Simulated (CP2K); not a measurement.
Runs of CP2K 2026.2 on HfN. It takes space group Fm-3m (No. 225, cubic). Conventional cell: a = 4.512 Å, b = 4.512 Å, c = 4.512 Å, α = 90.00°, β = 90.00°, γ = 90.00°. Hf (site symmetry m-3m) is surrounded by 6 N at 2.26 Å. N (site symmetry m-3m) is surrounded by 6 Hf at 2.26 Å. 

```tsv
task	level	potentials or basis	U	k mesh	smearing	EPS_DEFAULT	NGRIDS	PLUS_U_METHOD	CUTOFF of the grids	points a segment of the path (NPOINTS)	gap on the mesh (eV)	pressure (GPa)
single point	LDA+U	GTH_POTENTIALS Hf GTH-PADE-q12, N GTH-PADE-q5; DZVP-MOLOPT-SR-GTH basis	Hf d U = 6.0 eV	8 × 8 × 8	fermi-dirac 0.05 eV	1.0E-9	5	MULLIKEN	450 Ry	-	none	-
single point	PBE	POTENTIAL_UZH Hf GTH-PBE-q12, N GTH-PBE-q5; TZVP-MOLOPT-PBE-GTH basis	-	10 × 10 × 10	fermi-dirac 0.05 eV	1.0E-10	4	-	450 Ry	-	none	2.1
band structure	TB-mBJ	POTENTIAL_UZH Hf GTH-PBE-q12, N GTH-PBE-q5; TZVP-MOLOPT-PBE-GTH basis	-	10 × 10 × 10	fermi-dirac 0.01 eV	1.0E-10	4	-	675 Ry	10	none	-
single point	LDA+U	GTH_POTENTIALS Hf GTH-PADE-q12, N GTH-PADE-q5; DZVP-MOLOPT-SR-GTH basis	Hf d U = 2.0 eV	8 × 8 × 8	fermi-dirac 0.05 eV	1.0E-9	5	MULLIKEN	450 Ry	-	none	-
band structure	PBE	POTENTIAL_UZH Hf GTH-SCAN-q12, N GTH-SCAN-q5; DZVP-MOLOPT-SR-GTH basis	-	10 × 10 × 10	fermi-dirac 0.05 eV	1.0E-9	5	-	450 Ry	8	none	(a)
```

Alike in all rows: no spin polarisation; cell as given.

Fill in the values left out.

(a) -5.4.

Caveats: the basis of atomic orbitals isn't converged, which shifts pressures, moduli and gaps; this program's U acts on Mulliken populations of all basis functions of the shell, so it isn't the U of plane-wave codes (some runs); energies scatter by some meV and the pressure isn't listed (some runs); U without spin polarisation on a metal has little footing (some runs); the potentials were made for another functional, which shifts forces and pressure (some runs); this is a model potential without an energy functional, so only levels have meaning (some runs).

A k mesh can miss the band edges, and the runs leave out spin-orbit coupling on Hf.

A gap of «none» marks a metal or a gap under the smearing width.

Not every run made on this cell is shown here.
